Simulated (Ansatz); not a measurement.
Strain and the gap of KF (zincblende)

KF (zincblende), relaxed with r2SCAN in the plane-wave code Ansatz. It is cubic, F-43m (No. 216); a = 5.871 Å in the conventional setting, 25.29 Å³ an atom. K is surrounded by 4 F at 2.54 Å; F is surrounded by 4 K at 2.54 Å.

The axes x, y and z are those of this cell:
```yaml
crystal:
  lattice:
    - [0.00000, 2.93540, 2.93540]
    - [2.93540, 0.00000, 2.93540]
    - [2.93540, 2.93540, 0.00000]
  atoms:
    - { symbol: K, position: [0.00000, 0.00000, 0.00000] }
    - { symbol: F, position: [0.25000, 0.25000, 0.25000] }
```

Unstrained: PBE gives an indirect gap of 5.169 eV, from W to Γ; the least direct gap is 5.380 eV at Γ. The r2SCAN gap is indirect, 5.748 eV (W to Γ), below the direct gap of 5.957 eV at Γ. HSE06 gives an indirect gap of 7.038 eV, from W to Γ; the least direct gap is 7.256 eV at Γ. Meshes: PBE 8×8×8, r2SCAN 8×8×8, HSE06 6×6×6. Strains are changes of length per length. After each strain the atoms were relaxed again with r2SCAN within the symmetry that the strain leaves, so tilts or polar shifts that break it weren't tested; points keep the names that they have in the unstrained zone. Under uniaxial strain the other axes carry as much stress as the strained one: the cell is very soft in shear and may be mechanically unstable. Spin-unpolarised throughout. Whether this structure exists isn't addressed.

Changes of the least gap in eV (an overlap counts as a negative gap):
```
                           strain  volume change (%)  space group     PBE  r2SCAN   HSE06  energy rise, r2SCAN (meV/atom)
     uniaxial -0.37 % along [111]               -0.4          R3m  +0.010  +0.009  +0.011                             0.1
         uniaxial -1.03 % along z               -1.0        I-4m2  +0.026  +0.023       –                             0.3
isotropic -4.76 % on every length              -13.6        F-43m  +0.407  +0.366  +0.439                            45.7
```

Uniaxial -0.37 % along [111], other directions held. HSE06: the gap goes from 7.038 to 7.049 eV (+0.011 eV). Stress change with r2SCAN, compression positive: xx +0.09, yy +0.09, zz +0.09, xy +0.02, xz +0.02, yz +0.02 GPa.

Uniaxial -1.03 % along z, other directions held. r2SCAN: the gap goes from 5.748 to 5.771 eV (+0.023 eV). Stress change with r2SCAN, compression positive: xx +0.24, yy +0.24, zz +0.25 GPa.

Isotropic -4.76 % on every length. HSE06: the gap goes from 7.038 to 7.477 eV (+0.439 eV). Stress change with r2SCAN, compression positive: xx +4.82, yy +4.82, zz +4.82 GPa. For HSE06, dE_g/d ln V = -3.0 eV over this step.

The meshes of the hybrids are coarse, so their gaps aren't converged to the digits shown.
